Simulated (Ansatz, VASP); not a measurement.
One calculation of C, two programs

File INCAR:

```
SYSTEM = C
ALGO     = Normal         ! electronic algorithm
EDIFF    = 1E-6           ! SCF threshold, eV
ENCUT    = 520            ! plane-wave cutoff, eV
GGA      = PE             ! functional
ISIF     = 2              ! what is computed and relaxed
ISMEAR   = -1             ! smearing method
LASPH    = .True.         ! aspherical terms in the spheres
LCHARG   = .False.        ! write CHGCAR
LREAL    = .False.        ! projectors in reciprocal space
LWAVE    = .False.        ! write WAVECAR
NBANDS   = 11             ! bands
NELM     = 100            ! most SCF steps
PREC     = Accurate       ! precision mode
SIGMA    = 0.05           ! smearing width, eV
```

The input KPOINTS:

```
k-points
0
Gamma
  16 16 9
  0 0 0
```

File POSCAR:

```
C
1.0
    2.1003865828      0.0000000000      0.0000000000
   -1.0501932914      1.8189881384      0.0000000000
    0.0000000000      0.0000000000      3.4026262641
C
2
Direct
    0.2733333333      0.6366666667      0.2050000000
    0.7266666667      0.3633333333      0.7950000000
```

Input for Ansatz:

```yaml
crystal:
  lattice:
    - [2.1003865828, 0.0, 0.0]
    - [-1.0501932914, 1.8189881384, 0.0]
    - [0.0, 0.0, 3.4026262641]
  atoms:
    - { symbol: C, position: [0.2733333333, 0.6366666667, 0.205] }
    - { symbol: C, position: [0.7266666667, 0.3633333333, 0.795] }
kpoints:
  mp_grid: { grid: [16, 16, 9] }
scf:
  occupations: { method: fermi_dirac, width: 0.05 }
hamiltonian:
  xc: pbe
  pseudopotentials: { kind: nc }
output:
  forces: true
  stress: true
  eigenvalues: true
  populations: true
```

Change from the starting cell: shortest bond scaled by 0.82, norm-conserving files.

Alike in both runs: task single point; functional PBE; k mesh 16 × 16 × 9; occupations fermi-dirac, width 0.05 eV; no spin polarisation.

|  | VASP | Ansatz |
| --- | --- | --- |
| version | VASP 6.6.1 | Ansatz 0.2.0 |
| potentials or method | VASP PAW PBE potentials, release 64 (C) | norm-conserving pseudopotentials, scalar-relativistic |
| plane-wave cutoff (eV) | 520 | 1116 |
| valence electrons in the cell | 8 | 8 |

```csv
,VASP,Ansatz,Ansatz less VASP
pressure (GPa),17.3,17.0,-0.31
largest component of the traceless stress (GPa),19.47,19.63,+0.157
rms of the force components (eV/Å),1.312,1.319,+0.0064
```

Atom by atom the forces differ by 0.008 eV/Å (rms over components).

Caveats: so large a pressure means that the cell lies far from this level's equilibrium, or that cutoff or potentials fall short (VASP); forces of over 1 eV/Å show positions far from the minimum, so gaps and moduli don't describe the material at rest.
